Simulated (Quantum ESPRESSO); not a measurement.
PtSe2 (Sudovikovite) under changes of volume

One of the cells (20.265 Å³/atom); the others are scaled copies at fixed shape and fractional positions:

```
Pt Se
1.0
     3.72400    0.00000    0.00000
    -1.86200    3.22508    0.00000
     0.00000    0.00000    5.06200
Pt Se
1 2
Direct
  0.00000 0.00000 0.00000
  0.66667 0.33333 0.75000
  0.33333 0.66667 0.25000
```

```yaml
Program: Quantum ESPRESSO 7.5
Functional: r2SCAN
Potentials_or_basis: SG15 PBE 1.2
Cutoff: 952 eV
Density_cutoff: 3810 eV
k_mesh: 7 × 7 × 4
Occupations: fermi-dirac, width 0.05 eV
Spin: no spin polarisation
```

```csv
volume (Å³/atom),energy over the lowest point (meV/atom),pressure (GPa),largest force (eV/Å)
19.049,91.05,15.8,1.283
19.455,56.04,11.9,0.965
19.860,30.37,8.4,0.675
20.265,13.05,5.3,0.408
20.671,3.19,2.5,0.164
21.076,0.00,0.0,0.059
21.481,?,?,?
```

Q: What does the run at 21.481 Å³/atom give?

A: Energy over the lowest point 2.76 meV/atom; pressure -2.2 GPa; largest force 0.264 eV/Å.

Worked out: A Birch-Murnaghan fit of order 3 (a polynomial in V^(-2/3)) to the other rows has its minimum at 21.08 Å³/atom, just outside them, with B0 = V·E''(V) = 123 GPa and B' = 4.7 at fixed shape and positions, which overstates the stiffness. It gives 2.83 meV/atom at 21.481 Å³/atom, against the run's 2.76, and -dE/dV = -2.2 GPa, against -2.2.

Energies are extrapolated to zero smearing.

Caveats: the potentials were made for another functional, which shifts forces and pressure.
